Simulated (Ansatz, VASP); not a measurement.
## Se in VASP and in Ansatz

The input INCAR:

```
PREC = Accurate ; ENCUT = 520
EDIFF = 1E-6 ; ISMEAR = -1
SIGMA = 0.03 ; LREAL = False
LASPH = True ; NELM = 100
ALGO = Normal ; ISIF = 2
LWAVE = False ; LCHARG = False
GGA = PE ; NBANDS = 16
```

The input KPOINTS:

```
Automatic mesh
0
Gamma
  8 8 6
```

Contents of POSCAR:

```
Se
1.0
    4.4858247679      0.0000000000      0.0000000000
   -2.2429123840      3.8848382060      0.0000000000
    0.0000000000      0.0000000000      4.9494500000
Se
3
Direct
    0.2170000000      0.0000000000      0.1666666667
    0.0000000000      0.2170000000      0.8333333333
    0.7830000000      0.7830000000      0.5000000000
```

Input for Ansatz:

```yaml
crystal:
  lattice:
    - [4.4858247679, 0.0, 0.0]
    - [-2.242912384, 3.884838206, 0.0]
    - [0.0, 0.0, 4.94945]
  atoms:
    - { symbol: Se, position: [0.217, 0.0, 0.1666666667] }
    - { symbol: Se, position: [0.0, 0.217, 0.8333333333] }
    - { symbol: Se, position: [0.783, 0.783, 0.5] }
kpoints:
  mp_grid: { grid: [8, 8, 6] }
  band_path:
    path:
      - [0.0, 0.0, 0.0]
      - [0.5, 0.0, 0.0]
      - [0.3333333333, 0.3333333333, 0.0]
      - [0.0, 0.0, 0.0]
      - [0.0, 0.0, 0.5]
      - [0.5, 0.0, 0.5]
      - [0.3333333333, 0.3333333333, 0.5]
      - [0.0, 0.0, 0.5]
      - [0.5, 0.0, 0.5]
    npoints: 5
scf:
  occupations: { method: fermi_dirac, width: 0.03 }
hamiltonian:
  xc: pbe
  pseudopotentials: { kind: all_electron, lapw: { basis_error: 0.0005 } }
output:
  forces: true
  stress: true
  eigenvalues: true
```

Change from the starting cell: equal xx and yy strain of +3 %.

Alike in both runs: task single point; functional PBE; k mesh 8 × 8 × 6; occupations fermi-dirac, width 0.03 eV; no spin polarisation.

|  | VASP | Ansatz |
| --- | --- | --- |
| version | VASP 6.6.1 | Ansatz 0.2.0 |
| potentials or method | VASP PAW PBE potentials, release 64 (Se) | all-electron LAPW, scalar-relativistic |
| plane-wave cutoff (eV) | 520 | see its input |

|  | VASP | Ansatz | Ansatz less VASP |
| --- | --- | --- | --- |
| gap on the k mesh at the Fermi level (eV) | 1.23 | 1.25 | +0.023 |
| pressure (GPa) | 2.6 | 2.5 | -0.14 |
| largest component of the traceless stress (GPa) | 1.13 | 1.08 | -0.055 |
| rms of the force components (eV/Å) | 0.321 | 0.297 | -0.0240 |

Atom by atom the forces differ by 0.024 eV/Å (rms over components). Ansatz ran all-electron here, so the differences hold the error of VASP's frozen core and of both bases.

A k mesh can miss the band edges.
